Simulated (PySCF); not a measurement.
Simulated absorption spectrum

Species: C8H6.
SMILES with atom numbers: `[CH:1]#[C:2][c:3]1[cH:4][cH:5][cH:6][cH:7][cH:8]1` (hydrogens: H9 on C1; H10 on C4; H11 on C5; H12 on C6; H13 on C7; H14 on C8)

Computed, not measured: PySCF, TDDFT wB97X-D/def2-SVPD, vertical, gas phase, core orbitals frozen in the response. Geometry: GFN2-xTB; no solvent, vibrations or thermal averaging.

Broadening: Gaussians 0.3 eV wide at half height, area fixed by f = 4.319×10⁻⁹ ∫ε dν̃. The width is an assumption, not a result. The curve ends short of the highest state used, and states not computed would add to its high-energy end.

```
λ (nm)  ε (L mol⁻¹ cm⁻¹)
 183.2             36753
 184.6             44502
 185.9             47048
 187.3             43994
 188.6             36863
 190.0             27020
 191.4             17537
 192.7             10556
 194.1              5465
 195.4              2681
 196.8              1121
 198.1               453
 199.5               155
 200.9                48
 202.2                15
 203.6                 4
 204.9                 1
 206.3                 1
 207.6                 3
 209.0                10
 210.4                31
 211.7                86
 213.1               229
 214.4               518
 215.8              1139
 217.2              2275
 218.5              3984
 219.9              6687
 221.2             10019
 222.6             14302
 223.9             18534
 225.3             22752
 226.7             25935
 228.0             27472
 229.4             27349
 230.7             25661
 232.1             22521
 233.4             18874
 234.8             14732
 236.2             10856
 237.5              7781
 238.9              5163
 240.2              3370
 241.6              2029
 242.9              1215
 244.3               669
 245.7               353
 247.0               188
 248.4                92
 249.7                46
 251.1                21
 252.5                 9
 253.8                 4
 255.2                 2
 256.5                 1
 257.9                 0
```

(1) Where are the band maxima, and which computed states make them?

(2) On this curve, what absorbance would a 10⁻⁴ mol/L sample give at 254 nm over a 1 cm path?

(3) Coming from long wavelengths, where does ε first pass 100 L mol⁻¹ cm⁻¹?

Answers

(1) 229 nm (5.42 eV), ε about 28000, made up of S2 (100%); 186 nm (6.67 eV), ε about 47000, made up of S5 (59%) and S6 (41%) (ε in L mol⁻¹ cm⁻¹; maxima over ε = 5, shares over 10%). The states used: S1 5.26 eV (f 0.0004); S2 5.42 eV (f 0.307); S3 5.76 eV (f 0.0000); S4 6.48 eV (f 0.0000); S5 6.63 eV (f 0.324); S6 6.73 eV (f 0.241); S7 7.08 eV (f 0.014); S8 7.37 eV (f 0.0032).

(2) 254 nm is 4.881 eV, where ε is about 3.7 L mol⁻¹ cm⁻¹, so A = ε c l ≈ 0.00037 (Beer–Lambert, with the gas-phase spectrum and the assumed width).

(3) At about 248 nm (4.99 eV), 0.26 eV below S1.

On Arm Neoverse V1, one thread, no GPU, on a shared host, this took 47 s of wall time.
